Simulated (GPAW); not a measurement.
Wanted: an ASE script for a GPAW 26.7.0 run.

- Task: relaxation of cell and atoms
- Functional: PBE
- Potentials or basis: GPAW PAW data sets (gpaw-data 1.2.1)
- Cutoff: 800 eV
- Basis: pw
- k mesh: 6 × 6 × 4
- Occupations: fermi-dirac, width 0.05 eV
- Spin: no spin polarisation
- Target pressure: 10 GPa
- Maxiter: 150
- Optimizer: BFGS
- Fmax: 0.02 eV/Å
- Max steps: 60
- Target pressure: 10 GPa
- Convergence: density=1e-05 forces=0.0001

The structure of CuO lies in POSCAR:

```
CuO
1.0
    3.1795331014      0.0000000000      0.0000000000
   -1.5897665507      2.7535564380      0.0000000000
    0.0000000000      0.0000000000      4.4314907300
Cu O
2 2
Direct
    0.0000000000      0.0000000000      0.0000000000
    0.0000000000      0.0000000000      0.5000000000
    0.3333333333      0.6666666667      0.2500000000
    0.6666666667      0.3333333333      0.7500000000
```

Measurements of this composition are mostly on another form, of space group No. 15.

The input as run:

run.py

```python
from ase.filters import FrechetCellFilter
from ase.io import read, write
from ase.optimize import BFGS
from ase.units import GPa
from gpaw import GPAW, PW

atoms = read('POSCAR')

calc = GPAW(mode=PW(800),
            xc='PBE',
            kpts={'size': (6, 6, 4), 'gamma': True},
            occupations={'name': 'fermi-dirac', 'width': 0.05},
            nbands=33,
            convergence={'density': 1e-05, 'forces': 0.0001},
            maxiter=150,
            txt='gpaw.txt')
atoms.calc = calc
opt = BFGS(FrechetCellFilter(atoms, scalar_pressure=10 * GPa), trajectory='relax.traj', logfile='-')
done = opt.run(fmax=0.02, steps=60)
calc.write('gs.gpw')
write('result.traj', atoms)
print('Converged:', done)
print('Cell:', atoms.cell.cellpar().round(4))
print('Volume:', round(atoms.get_volume(), 4))
print(atoms.get_scaled_positions().round(5))
```

Potentials or basis: GPAW PAW data sets (gpaw-data 1.2.1), pw.

The run is started by

```console
$ OMP_NUM_THREADS=1 python run.py
```

It gave:

```json
{
 "Relaxed volume": "9.27 Å³/atom",
 "Relaxed cell": "a = 2.904 Å, b = 2.904 Å, c = 5.074 Å, α = 90.00°, β = 90.00°, γ = 120.00°",
 "Space group after relaxing (to 0.05 Å)": "P6_3/mmc (No. 194)",
 "Energy change on relaxing (the enthalpy is what falls)": "-170.3 meV/atom",
 "Ionic steps": "8",
 "Pressure after relaxing": "9.9 GPa",
 "Band gap on the k mesh": "none (metal or under the smearing width)"
}
```

Caveat: the k mesh is coarse (spacing up to 0.38 Å⁻¹), so the values aren't converged; with this Cu data set, volumes or pressures lay over 1.5 % or 2 GPa off other programs in two to four cells of ten; later steps reuse the first step's grids; the run has no spin polarisation, though such a crystal can be magnetic; semilocal functionals often make such compounds metallic where correlation or magnetic order opens a gap, which also shifts bond lengths.

Run time: 4.1 min on 1 thread of Arm Neoverse V1 (shared host), peak memory 0.32 GiB.
